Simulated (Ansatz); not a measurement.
# 2H-CrSSe monolayer in a perpendicular field

Wanted: the out-of-plane response of the 2H-CrSSe monolayer. A positive field points along +c.

Method: plane-wave DFT, PBE-D3(BJ), Ansatz PAW, in Ansatz 0.2.0.

## Step 1: The starting structure

The cell holds 3 atoms: 1 Se, 1 Cr and 1 S. Cell: a = 3.125 Å, b = 3.125 Å, c = 37.248 Å, α = 90.0°, β = 90.0°, γ = 120.0°. Vacuum lies along c.

## Step 2: Relaxing the slab

The starting cell is a guess, so the in-plane lattice and the atoms are relaxed first, with the slab cut off from its images along the normal.

input.yaml reads:

```yaml
crystal:
  lattice:
    - [3.125, 0.0, 0.0]
    - [-1.5625, 2.7063293868, 0.0]
    - [0.0, 0.0, 37.2484613474]
  atoms:
    - { symbol: Se, position: [0.3333333333, 0.6666666667, 0.4577370281] }
    - { symbol: Cr, position: [0.0, 0.0, 0.5030645829] }
    - { symbol: S, position: [0.3333333333, 0.6666666667, 0.5422629719] }
  periodic: [true, true, false]
kpoints:
  mp_grid: { grid: [12, 12, 1] }
hamiltonian:
  xc: pbe
  dispersion: d3bj
scf:
  occupations: { method: fermi_dirac, width: 0.05 }
  convergence: { dr2_threshold: 1.0e-09 }
relax:
  f_tol: 0.004
  max_steps: 90
  cell: {}
output:
  write_potential: true
  write_density: true
  volumetric_format: npy
```

Started as:

```console
> ansatz run input.yaml --threads 2 --pin off --max-ram 3072MiB --backend cpu --events-out ev --progress --plain --runs-dir out
```

Numbers of over 12 decimals in the logs are rounded to 6 here.

What it wrote:

```text
Warning: relax.cell: scf.convergence.dr2_threshold = 1e-9 eV is looser than the 1.73528729265e-10 eV advised for a relaxation that steers and ends on the stress (1e-10 eV for each atom of the cell: 3, times the square of relax.cell.stress_2d_tol = 0.05 N/m over 13.1 Å (the atoms' height at the walk's start and 5 Å past either face), 3.803e-2 GPa, over a crystal's default 0.05). What an SCF threshold leaves in a stress goes as its square root, and in the free energy as the threshold itself, and one threshold admits the most on a small cell: [figures from the program's tests cut] Set scf.convergence.dr2_threshold to 1.73528729265e-10 eV or tighter. [rest of the remark cut]
Engine: ansatz 0.2.0, aarch64-unknown-linux-gnu
Pseudopotentials: kind: paw
Pseudopotential: Se, paw, valence charge 16, recommended cutoff 420 eV (normal), Se.paw.azcp
Pseudopotential: Cr, paw, valence charge 14, recommended cutoff 420 eV (normal), Cr.paw.azcp
Pseudopotential: S, paw, valence charge 6, recommended cutoff 420 eV (normal), S.paw.azcp
Functional definition: PBE
  parameter kappa = 0.804
  parameter beta = 0.066725
  exchange = pbe_x(kappa = kappa, mu = beta*pi^2/3)
  correlation = pbe_c(beta = beta)
Crystal: 3 atoms, lattice volume = 315.021 Å³
Basis set: ecut = 420 eV, 6113 PW (Γ), exchange–correlation on 48×48×500 points (8 copies of the dense FFT grid, shifted against one another)
Bands: 22, of which v1, the nominal top of the filled ones, is band 18 counted from 1 (17 counted from 0)
Symmetry: 6 space group operations
Space group: P3m1 (ITA 156), of the structure as read, at distance tolerance 6.8e-5 Å
k-points: 19 of 144 (time reversal used)
Non-local potential: Se, projectors of the file, l = 0: 2, l = 1: 2, l = 2: 3, l = 3: 1
Non-local potential: Cr, projectors of the file, l = 0: 3, l = 1: 2, l = 2: 3, l = 3: 1
Non-local potential: S, projectors of the file, l = 0: 2, l = 1: 2, l = 2: 2
PAW form: soft (Blöchl's): semilocal exchange-correlation on the pseudo side does not see the compensation charge
PAW one-centre angular grid: Se, 590 points (default); XC on 64 Gauss nodes
PAW one-centre angular grid: Cr, 590 points (default); XC on 64 Gauss nodes
PAW one-centre angular grid: S, 110 points (default); XC on 64 Gauss nodes
Initial density: superposition of atomic densities (neutral atoms: chi_scale 0, normalization atom), corrected by the library's trained network
Initial wavefunctions: pseudopotential atomic-orbital guess
Functional: x = pbe(κ = 0.804, μ = 0.219515), c = pbe(β = 0.066725)
SCF iter   1: F=—  HF=-9751.406483 eV  |F-HF|=—  |Δ(HF+E_count)|=         —  Δρ=3.37e-3  dr2=2.01e-1  ethr=1.77e-3  ⟨swp⟩=13.6  Hψ=3209  notcnv=0
preconditioner: auto → Resta (q_TF=auto, 1.901 Å⁻¹)  ε∞=2.7  [insulator: Δε(μ)=0.917 eV  Ē_g=6.882 eV  σ=0.050 eV  W_gap=1.00  n_scr=22 (ndim 8)  ℏωp=8.9 eV  f_vac=0.808  D(μ)=0.00/eV (n_scr^D=0)  ε∞_Penn≈2.7  vacuum switching on, ρ_ref=3.4e-3 e/Å³]
SCF iter   2: F=—  HF=-9751.466285 eV  |F-HF|=—  |Δ(HF+E_count)|=   5.98e-2  Δρ=9.34e-3  dr2=1.07e0  ethr=5.59e-4  ⟨swp⟩=3.9  Hψ=892  notcnv=0  recentre
SCF iter   3: F=—  HF=-9751.395983 eV  |F-HF|=—  |Δ(HF+E_count)|=   7.03e-2  Δρ=2.36e-3  dr2=2.66e-2  ethr=5.59e-4  ⟨swp⟩=2.8  Hψ=687  notcnv=0
SCF iter   4: F=—  HF=-9751.394963 eV  |F-HF|=—  |Δ(HF+E_count)|=   1.02e-3  Δρ=9.96e-4  dr2=1.32e-3  ethr=7.39e-5  ⟨swp⟩=2.3  Hψ=780  notcnv=0
SCF iter   5: F=—  HF=-9751.396526 eV  |F-HF|=—  |Δ(HF+E_count)|=   1.56e-3  Δρ=3.34e-4  dr2=4.35e-4  ethr=3.67e-6  ⟨swp⟩=3.5  Hψ=867  notcnv=0
SCF iter   6: F=—  HF=-9751.396746 eV  |F-HF|=—  |Δ(HF+E_count)|=   2.20e-4  Δρ=1.01e-4  dr2=3.97e-5  ethr=1.21e-6  ⟨swp⟩=2.5  Hψ=553  notcnv=0
SCF iter   7: F=—  HF=-9751.396806 eV  |F-HF|=—  |Δ(HF+E_count)|=   5.94e-5  Δρ=2.12e-5  dr2=1.29e-6  ethr=1.10e-7  ⟨swp⟩=3.2  Hψ=816  notcnv=0
SCF iter   8: F=—  HF=-9751.396711 eV  |F-HF|=—  |Δ(HF+E_count)|=   9.49e-5  Δρ=2.56e-5  dr2=2.85e-6  ethr=3.59e-9  ⟨swp⟩=3.0  Hψ=920  notcnv=0
SCF iter   9: F=—  HF=-9751.396711 eV  |F-HF|=—  |Δ(HF+E_count)|=   3.56e-7  Δρ=5.48e-6  dr2=1.58e-7  ethr=3.59e-9  ⟨swp⟩=2.4  Hψ=769  notcnv=0
SCF iter  10: F=—  HF=-9751.396711 eV  |F-HF|=—  |Δ(HF+E_count)|=   4.60e-8  Δρ=2.49e-6  dr2=2.41e-8  ethr=4.40e-10  ⟨swp⟩=3.1  Hψ=875  notcnv=0
SCF iter  11: F=—  HF=-9751.396711 eV  |F-HF|=—  |Δ(HF+E_count)|=   2.12e-9  Δρ=7.74e-7  dr2=1.68e-8  ethr=6.70e-11  ⟨swp⟩=3.0  Hψ=886  notcnv=0
SCF iter  12: F=—  HF=-9751.396711 eV  |F-HF|=—  |Δ(HF+E_count)|=   4.71e-9  Δρ=5.18e-7  dr2=2.87e-9  ethr=4.67e-11  ⟨swp⟩=2.4  Hψ=575  notcnv=0
SCF iter  13: F=-9751.396711 eV  HF=-9751.396711 eV  |F-HF|=1.68e-9  |Δ(HF+E_count)|=   3.87e-9  Δρ=1.71e-7  dr2=1.73e-10  ethr=2.78e-12  ⟨swp⟩=11.4  Hψ=2713  notcnv=0
SCF 1 converged in 13 iterations: F = -9751.396711 eV  dr2 = 1.73e-10
  greatest PAW one-centre occupation: 1.000 electrons in one spin orbital (limit 2), on the Cr atom at site 1 (counted from 0), in its partial waves of l = 0
relax step   1: F+E_penalty+E_count = -9751.39671057 eV  Δ(F+E_penalty+E_count) = +0.000e0 eV  max|allowed force component| = 1.057e0 eV/Å  Δτ_max = 0.0000 Å  P = -2.903 N/m  Ω = 315.021 Å³  fix = [c, alpha, beta]  reactions: c +0.000 N/m  (13 SCF iters, accepted)
Crystal: 3 atoms, lattice volume = 314.136 Å³
Basis set: ecut = 420 eV, 6089 PW (Γ), exchange–correlation on 48×48×500 points (8 copies of the dense FFT grid, shifted against one another)
Initial density: handed on by an earlier stage of this run
Initial wavefunctions: those handed on with the density
iter 1 solved again at ethr=1.28e-4 eV; its pass at ethr=3.10e-3 eV (dr2=4.60e-2 eV) is discarded
SCF iter   1: F=—  HF=-9751.461762 eV  |F-HF|=—  |Δ(HF+E_count)|=         —  Δρ=3.40e-3  dr2=4.89e-2  ethr=1.28e-4  ⟨swp⟩=2.1  Hψ=3061  notcnv=0
preconditioner: auto → Resta (q_TF=auto, 1.901 Å⁻¹)  ε∞=2.6  [insulator: Δε(μ)=0.785 eV  Ē_g=7.071 eV  σ=0.050 eV  W_gap=1.00  n_scr=22 (ndim 8)  ℏωp=8.9 eV  f_vac=0.814  D(μ)=0.00/eV (n_scr^D=0)  ε∞_Penn≈2.6  vacuum switching on, ρ_ref=3.6e-3 e/Å³]
SCF iter   2: F=—  HF=-9751.483182 eV  |F-HF|=—  |Δ(HF+E_count)|=   2.14e-2  Δρ=8.30e-3  dr2=3.09e-1  ethr=1.28e-4  ⟨swp⟩=3.3  Hψ=870  notcnv=0  recentre
SCF iter   3: F=—  HF=-9751.457708 eV  |F-HF|=—  |Δ(HF+E_count)|=   2.55e-2  Δρ=1.89e-3  dr2=1.35e-2  ethr=1.28e-4  ⟨swp⟩=3.2  Hψ=889  notcnv=0
SCF iter   4: F=—  HF=-9751.456495 eV  |F-HF|=—  |Δ(HF+E_count)|=   1.21e-3  Δρ=7.42e-4  dr2=2.55e-3  ethr=3.74e-5  ⟨swp⟩=1.7  Hψ=548  notcnv=0
SCF iter   5: F=—  HF=-9751.456334 eV  |F-HF|=—  |Δ(HF+E_count)|=   1.62e-4  Δρ=2.28e-4  dr2=8.36e-5  ethr=7.08e-6  ⟨swp⟩=2.7  Hψ=838  notcnv=0
[...]
SCF iter   2: F=—  HF=-9751.465376 eV  |F-HF|=—  |Δ(HF+E_count)|=   9.40e-4  Δρ=2.08e-3  dr2=1.98e-2  ethr=1.09e-5  ⟨swp⟩=2.4  Hψ=738  notcnv=0  recentre
SCF iter   3: F=—  HF=-9751.463931 eV  |F-HF|=—  |Δ(HF+E_count)|=   1.44e-3  Δρ=6.81e-4  dr2=1.60e-3  ethr=1.09e-5  ⟨swp⟩=3.5  Hψ=903  notcnv=0
SCF iter   4: F=—  HF=-9751.463719 eV  |F-HF|=—  |Δ(HF+E_count)|=   2.12e-4  Δρ=1.80e-4  dr2=2.60e-4  ethr=4.45e-6  ⟨swp⟩=2.3  Hψ=590  notcnv=0
SCF iter   5: F=—  HF=-9751.463689 eV  |F-HF|=—  |Δ(HF+E_count)|=   2.96e-5  Δρ=9.86e-5  dr2=2.61e-5  ethr=7.23e-7  ⟨swp⟩=2.6  Hψ=633  notcnv=0
SCF iter   6: F=—  HF=-9751.463695 eV  |F-HF|=—  |Δ(HF+E_count)|=   5.64e-6  Δρ=4.22e-5  dr2=5.43e-6  ethr=7.26e-8  ⟨swp⟩=2.8  Hψ=748  notcnv=0
SCF iter   7: F=—  HF=-9751.463697 eV  |F-HF|=—  |Δ(HF+E_count)|=   2.60e-6  Δρ=6.55e-6  dr2=2.10e-7  ethr=1.51e-8  ⟨swp⟩=3.0  Hψ=762  notcnv=0
SCF iter   8: F=—  HF=-9751.463605 eV  |F-HF|=—  |Δ(HF+E_count)|=   9.23e-5  Δρ=2.43e-6  dr2=2.29e-8  ethr=5.85e-10  ⟨swp⟩=3.0  Hψ=716  notcnv=0
SCF iter   9: F=—  HF=-9751.463605 eV  |F-HF|=—  |Δ(HF+E_count)|=   4.82e-8  Δρ=1.39e-6  dr2=6.71e-9  ethr=6.36e-11  ⟨swp⟩=2.3  Hψ=670  notcnv=0
SCF iter  10: F=-9751.463605 eV  HF=-9751.463605 eV  |F-HF|=4.51e-10  |Δ(HF+E_count)|=   7.84e-9  Δρ=3.66e-7  dr2=6.13e-10  ethr=2.78e-12  ⟨swp⟩=9.9  Hψ=3328  notcnv=0
SCF 3 converged in 10 iterations: F = -9751.463605 eV  dr2 = 6.13e-10
relax step   3: F+E_penalty+E_count = -9751.46360517 eV  Δ(F+E_penalty+E_count) = -7.391e-3 eV  max|allowed force component| = 7.196e-2 eV/Å  Δτ_max = 0.0187 Å  P = -0.276 N/m  Ω = 309.638 Å³  energy of the carried Pulay correction = +1.293e-4 eV  fix = [c, alpha, beta]  reactions: c -0.000 N/m  (10 SCF iters, accepted)
[...]
relax step   4: F+E_penalty+E_count = -9751.46396124 eV  Δ(F+E_penalty+E_count) = -3.561e-4 eV  max|allowed force component| = 1.804e-2 eV/Å  Δτ_max = 0.0015 Å  P = -0.007 N/m  Ω = 308.652 Å³  energy of the carried Pulay correction = +1.532e-4 eV  fix = [c, alpha, beta]  reactions: c -0.000 N/m  (9 SCF iters, accepted)
[...]
relax step   5: F+E_penalty+E_count = -9751.46396877 eV  Δ(F+E_penalty+E_count) = -7.532e-6 eV  max|allowed force component| = 6.758e-4 eV/Å  Δτ_max = 0.0005 Å  P = -0.001 N/m  Ω = 308.651 Å³  energy of the carried Pulay correction = +1.532e-4 eV  fix = [c, alpha, beta]  reactions: c -0.000 N/m  (7 SCF iters, accepted)
Initial wavefunctions: pseudopotential atomic-orbital guess (no wavefunctions were taken with the density)
iter 1 solved again at ethr=2.37e-7 eV; its pass at ethr=3.10e-3 eV (dr2=8.53e-5 eV) is discarded
SCF iter   1: F=—  HF=-9751.463845 eV  |F-HF|=—  |Δ(HF+E_count)|=         —  Δρ=5.79e-6  dr2=1.73e-8  ethr=2.37e-7  ⟨swp⟩=5.5  Hψ=5019  notcnv=0
eigensolver tolerance schedule: the retry pair's looser diagonalisation over-reported the residual by 4917.06 of it (diagonalisation noise at 0.60 of the residual, at the tolerance the schedule requests for it); recorded, not acted on — ethr = c·dr2/N_el stays at c = 1.0e-1
preconditioner: auto → Resta (q_TF=auto, 1.907 Å⁻¹)  ε∞=2.6  [insulator: Δε(μ)=0.907 eV  Ē_g=7.147 eV  σ=0.050 eV  W_gap=1.00  n_scr=22 (ndim 8)  ℏωp=9.0 eV  f_vac=0.811  D(μ)=0.00/eV (n_scr^D=0)  ε∞_Penn≈2.6  vacuum switching on, ρ_ref=3.7e-3 e/Å³]
SCF iter   2: F=—  HF=-9751.463812 eV  |F-HF|=—  |Δ(HF+E_count)|=   3.30e-5  Δρ=3.92e-6  dr2=2.09e-8  ethr=4.82e-11  ⟨swp⟩=5.2  Hψ=1427  notcnv=0
SCF iter   3: F=—  HF=-9751.463812 eV  |F-HF|=—  |Δ(HF+E_count)|=   2.14e-8  Δρ=5.52e-6  dr2=1.33e-7  ethr=4.82e-11  ⟨swp⟩=2.4  Hψ=660  notcnv=0  recentre
SCF iter   4: F=—  HF=-9751.463812 eV  |F-HF|=—  |Δ(HF+E_count)|=   9.51e-9  Δρ=1.97e-6  dr2=1.23e-8  ethr=4.82e-11  ⟨swp⟩=3.0  Hψ=776  notcnv=0
SCF iter   5: F=—  HF=-9751.463812 eV  |F-HF|=—  |Δ(HF+E_count)|=  8.17e-10  Δρ=4.42e-7  dr2=2.09e-9  ethr=3.43e-11  ⟨swp⟩=2.1  Hψ=461  notcnv=0
SCF iter   6: F=-9751.463812 eV  HF=-9751.463812 eV  |F-HF|=1.76e-10  |Δ(HF+E_count)|=  1.31e-10  Δρ=1.94e-7  dr2=3.66e-11  ethr=2.78e-12  ⟨swp⟩=11.5  Hψ=3269  notcnv=0
SCF 6 converged in 6 iterations: F = -9751.463812 eV  dr2 = 3.66e-11
relax step   6: F+E_penalty+E_count = -9751.46381157 eV  Δ(F+E_penalty+E_count) = +1.572e-4 eV  max|allowed force component| = 6.531e-4 eV/Å  Δτ_max = 0.0000 Å  P = +0.000 N/m  Ω = 308.651 Å³  fix = [c, alpha, beta]  reactions: c +0.000 N/m  stress off target by 3.47e-4 N/m on what of the cell is left free  SCF on the basis re-selected at this cell (its energy is not comparable with the rows above)  (6 SCF iters)
basis re-selected at this cell: Δ(F+E_penalty+E_count) = +1.572e-4 eV, ΔP = +0.001 N/m vs the last step (what re-selecting the basis moved, of the pressure what is left beyond the Pulay correction that the steps carried, after the strain that the cell walked since its last selection, with what the two solves' SCF thresholds leave and, on support functions, any second-order correction that the steps lacked; it is no m [...]
WARN: The output density's exchange-correlation potential varies sharply where the density is thin. Do not read a vacuum level from v_tot or v_xc, or from such a field of the output density. On a cell that repeats whose density bears no net charge and no dipole along the vacuum's axis use v_es (v_loc + v_h of the components); under efield.dipole_correction with no amplitude use v_es + v_field, which holds any externa [...]
SCF converged after 6 iterations
Free energy (F): -9751.463812 eV
Harris-Foulkes:  -9751.463812 eV  (|F-HF|=1.76e-10)
Internal energy: -9751.463803 eV  (E = F + TS)
E sigma→0 (E₀):  -9751.463808 eV
Entropy (-TS):   -0.000008 eV (-0.003 meV/atom)
Fermi energy:    -5.063118 eV
--- Per-component energies (eV) ---
  E_band       = -1165.151944
  E_kinetic    = 571.006012
  E_local      = -115792.512664  (includes V_loc(G=0)·N_el)
  E_nonlocal   = -488.253683
  E_hartree    = 57467.800688
  E_xc         = -342.190909
  E_vxc        = -365.430963  (∫ρ·V_xc dr)
  E_paw        = -3706.637408  (= ΣΔE_a)
  E_vpaw       = -25.562231  (= ΣTr[D̂ρ^β])
  E_aug_tail   = -0.000209  (compensation charges beyond the density's cutoff)
  E_ewald      = 52540.202235
  E_disp       = -0.877867  (pairwise vdW)
  E_smearing   = -0.000008  (= −TS)
  E_closure    = 0.000000  (closes the sum)
  Σ components = -9751.463812   (vs F -9751.463812, Δ=0.00e0)
--- Forces (eV/Å), atoms counted from 1 ---
  atom   1  Se     0.00000000    -0.00000000     0.00037197
  atom   2  Cr     0.00000000     0.00000000    -0.00065360
  atom   3  S      0.00000000     0.00000000     0.00028008
  max |Σ_I F_I| component: 1.55e-6 eV/Å
--- 2D stress c σ (N/m, compression-positive) ---
        0.000347       0.000000      -0.000000
        0.000000       0.000347      -0.000000
       -0.000000      -0.000000       0.000000
  P = ½ c Tr σ = 0.0003 N/m
--- Band table (eV; the first three rows and the last of 19) ---
  k-point 0: bands = [... 14 lower, -7.4418, -6.4051, -6.4051, -5.5861, -2.7123, -2.7123, -2.2861, -2.2861]
  k-point 1: bands = [... 14 lower, -7.3986, -6.5117, -6.4733, -5.5981, -3.0030, -2.8326, -2.7302, -2.3995]
  k-point 2: bands = [... 14 lower, -7.3342, -6.7121, -6.7107, -5.7178, -3.7164, -3.3903, -3.0610, -2.3956]
  k-point 18: bands = [... 14 lower, -9.0313, -8.9530, -7.2438, -5.5323, -4.6253, -3.6479, -3.4281, -2.0206]
  the weakly bound empty levels are not read free of the cell's end (no_gap_told)
--- Relaxed structure (5 steps of the walk, 5 accepted, 1 SCFs on fresh bases) ---
  F+E_penalty+E_count = -9751.46381157 eV   max|allowed force component| = 6.531e-4 eV/Å   (the final SCF, on the basis selected at the relaxed cell)
  cell:  # Å, volume = 308.6515 Å³
    - [3.093248, -2.350144416619481e-18, 0]
    - [-1.546624, 2.678831, 0]
    - [0, 0, 37.2484613474]
  atoms:
    - { symbol: Se, position: [0.333333, 0.666667, 0.459294] }
    - { symbol: Cr, position: [0, -3.700743415524894e-17, 0.502688] }
    - { symbol: S, position: [0.333333, 0.666667, 0.541082] }
```

Run time: 37 s. Hardware: 2 threads of Arm Neoverse V2, shared host; peak memory 0.56 GiB.

Relaxation path:

| step | energy less that of the first step (eV) | largest force component (eV/Å) | volume (Å³) |
| --- | --- | --- | --- |
| 1 | 0.0000 | 1.0568 | 315.02 |
| 2 | -0.0595 | 0.2255 | 314.14 |
| 3 | -0.0669 | 0.0720 | 309.64 |
| 4 | -0.0673 | 0.0180 | 308.65 |
| 5 | -0.0673 | 0.0007 | 308.65 |
| 6* | -0.0671 | 0.0007 | 308.65 |

Relaxation steps marked * repeat the geometry before them on a plane-wave basis chosen anew for their cell, so energy and pressure can jump there.

The run keeps the 6 symmetry operations that it works with, so distortions that break them were not tested.

| cell as run | before | after | change |
| --- | --- | --- | --- |
| a (Å) | 3.125 | 3.093 | -1.0 % |
| b (Å) | 3.125 | 3.093 | -1.0 % |

The atoms that moved most (Å, along periodic axes as changes of fractional coordinates times the final cell, across vacuum about the mean position):

| atom | dx | dy | dz | length |
| --- | --- | --- | --- | --- |
| Se1 | 0.000 | 0.000 | 0.058 | 0.058 |
| S3 | 0.000 | 0.000 | -0.044 | 0.044 |
| Cr2 | 0.000 | 0.000 | -0.014 | 0.014 |

Final coordinates:

```
Se Cr S
1.0
     3.09325    0.00000    0.00000
    -1.54662    2.67883    0.00000
     0.00000    0.00000   37.24846
Se Cr S
1 1 1
Cartesian
  0.0000 1.7859 17.1080
  0.0000 0.0000 18.7244
  0.0000 1.7859 20.1545
```

The lattice constant a goes from 3.125 to 3.093 Å.

(Part 1 of 2 ends here.)

[Logs are printed without paths, hosts, clocks, repeated set-up lines and the standing remarks that a program may print on its own settings, such as how far it seeks lower states.]

[Hosts, paths, dates, database ids (printed as entryN), source tags and the programs' standing remarks are cut or masked in the printed files.]

[Maps of the electrostatic potential energy from Ansatz leave out the sawtooth potential of an applied field or a dipole correction, so their vacuum need not be flat; planar profiles and work functions include it.]
